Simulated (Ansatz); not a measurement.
Reactions of phenol (`Oc1ccccc1`).

Gas-phase electronic energies from Ansatz, PBE0-D4/def2-TZVP geometries. CCSD(T)/CBS adds triple-zeta CCSD(T) − MP2 to the extrapolated MP2 energy (def2 sets, frozen cores). This one scheme is used for every species, atoms too. Functionals use def2-TZVPP. No spin–orbit coupling; open shells (•) take unrestricted orbitals. Spin–orbit coupling would lower the free atoms: a little for C, O. Bonds to Br, Li are less sure, by a few kJ/mol each and by 10 to 20 or more in all where they break to atoms, as the def2 sets lack core-valence functions. Scalar relativity is left out up to krypton. Each species was taken in one conformer, which may not be the lowest.

```tsv
reaction	CCSD(T)/CBS(def2) (kJ/mol)
`Oc1ccccc1` → `C=Cc1ccco1`	?
`Oc1ccccc1` → 6 C• + 6 H• + O•	6140
`Oc1ccccc1` → `O=C1C=CC=CC1`	81
`Oc1ccccc1` + `[LiH]` → `[Li][c]1ccccc1` + H₂O	-56
`Oc1ccccc1` + HBr → `Brc1ccccc1` + H₂O	-16
```

(1) Fill in the missing values. (Estimate.)

Largest T1 diagnostic: 0.015, for `O=C1C=CC=CC1`.

Answers

(1) Ansatz gave: `Oc1ccccc1` → `C=Cc1ccco1`: +115.7 kJ/mol.
